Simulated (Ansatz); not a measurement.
# Ni2Si: strain energy, fitted

Ni2Si, P6_3/mmc, a = 3.870 Å, c = 4.927 Å. The structure is a COD entry; whether it is the stable form wasn't checked. Ansatz: r2SCAN, PAW, 500 eV, Γ-centred 12×12×8 mesh on 6 atoms, Gaussian smearing 0.10 eV; no spin polarisation. Series: biaxial strain in the a-b plane, c and atoms relaxed; x is the strain in per cent. y is the free energy over the unstrained cell, V0 = 10.648 Å³/atom.

```tsv
x (%)	y (meV/atom)
-6.0	140.65
-4.0	59.82
-2.0	14.42
0.0	0.00
2.0	13.09
4.0	49.86
6.0	?
```

**Question.** Fit y = c2 x² + c3 x³ to the other rows, turn c2 into a modulus, and predict the missing energy.

**Answer.** Least squares on the rows shown. y = 3.4312 x² − 0.079081 x³. In eV per unit strain² c2 is 34.31; M is the biaxial modulus (E = M V0 ε²): 34.31 × 160.2 / (10.648) = 516 GPa. At x = 6.0 the fit asked for gives 106.44 meV/atom. The run gave 106.51 meV/atom, so the fit is 0.07 meV/atom too low, within the rms miss on the fitted rows (0.07 meV/atom).